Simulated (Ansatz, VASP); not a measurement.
**Two plane-wave programs on HfO2**

File POSCAR:

```
HfO2
1.0
    0.0000000000      2.5293068884      2.5293068884
    2.5293068884      0.0000000000      2.5293068884
    2.5293068884      2.5293068884      0.0000000000
Hf O
1 2
Direct
    0.0000000000      0.0000000000      0.0000000000
    0.7500000000      0.7500000000      0.7500000000
    0.2500000000      0.2500000000      0.2500000000
```

Contents of INCAR.step1:

```
SYSTEM = HfO2
ALGO = Normal
EDIFF = 1E-4
ENCUT = 600
GGA = PE
ISMEAR = 0
LASPH = .True.
LCHARG = .False.
LREAL = .False.
LWAVE = .True.
NELM = 80
PREC = Accurate
SIGMA = 0.02
```

INCAR.step2

```
SYSTEM = HfO2
ALGO = Normal
EDIFF = 1E-6
EDIFFG = -0.01
ENCUT = 600
IBRION = 2
ISIF = 3
ISMEAR = 0
ISTART = 1
LASPH = .True.
LCHARG = .False.
LMIXTAU = .True.
LREAL = .False.
LWAVE = .False.
METAGGA = R2SCAN
NELM = 80
NSW = 100
PREC = Accurate
SIGMA = 0.02
```

Contents of KPOINTS:

```
k-points
0
Gamma
  8 8 8
  0 0 0
```

Input for Ansatz:

```yaml
crystal:
  lattice:
    - [0.0, 2.5293068884, 2.5293068884]
    - [2.5293068884, 0.0, 2.5293068884]
    - [2.5293068884, 2.5293068884, 0.0]
  atoms:
    - { symbol: Hf, position: [0.0, 0.0, 0.0] }
    - { symbol: O, position: [0.75, 0.75, 0.75] }
    - { symbol: O, position: [0.25, 0.25, 0.25] }
basis:
  ecutwfc: 500
kpoints:
  mp_grid: { grid: [8, 8, 8] }
hamiltonian:
  xc: r2scan
scf:
  occupations: { method: gaussian, width: 0.02 }
output:
  forces: true
  stress: true
  eigenvalues: true
  write_density: true
  write_potential: true
  elf: true
  volumetric_format: npy
relax:
  adjacent_minimum: "off"
  f_tol: 0.01
  max_steps: 80
  cell: { stress_tol: 0.05 }
```

Alike in both runs: task relaxation of cell and atoms; functional r2SCAN; k mesh 8 × 8 × 8; occupations gaussian, width 0.02 eV; no spin polarisation.

```csv
,VASP,Ansatz
version,VASP 6.6.1,Ansatz 0.2.0
potentials or method,"VASP PAW PBE potentials, release 64 (Hf_pv, O)","scalar-relativistic, plane waves, PAW"
plane-wave cutoff (eV),600,500
valence electrons in the cell,22,38
```

VASP gave:

```
gap on the k mesh at the Fermi level, each at its own relaxed structure (eV) : 4.36
relaxed volume (Å³/atom)                                                     : 10.62
relaxed cell length with the largest relative difference (Å)                 : 3.558
energy change over the relaxation (meV/atom)                                 : -2
```

Question: Which values does Ansatz return?

Answer: gap on the k mesh at the Fermi level, each at its own relaxed structure (eV): 4.30; relaxed volume (Å³/atom): 10.79; relaxed cell length with the largest relative difference (Å): 3.577; energy change over the relaxation (meV/atom): 0.

The two sets of potentials don't hold the same shells in valence.

Caveats: the PAW data sets were made with another functional, which shifts forces and pressure a little (VASP); spin-orbit coupling is left out, which moves the levels of the heavy elements. A k mesh can miss the band edges. r2SCAN opens gaps a little over a GGA but as a rule still falls short of measured ones.
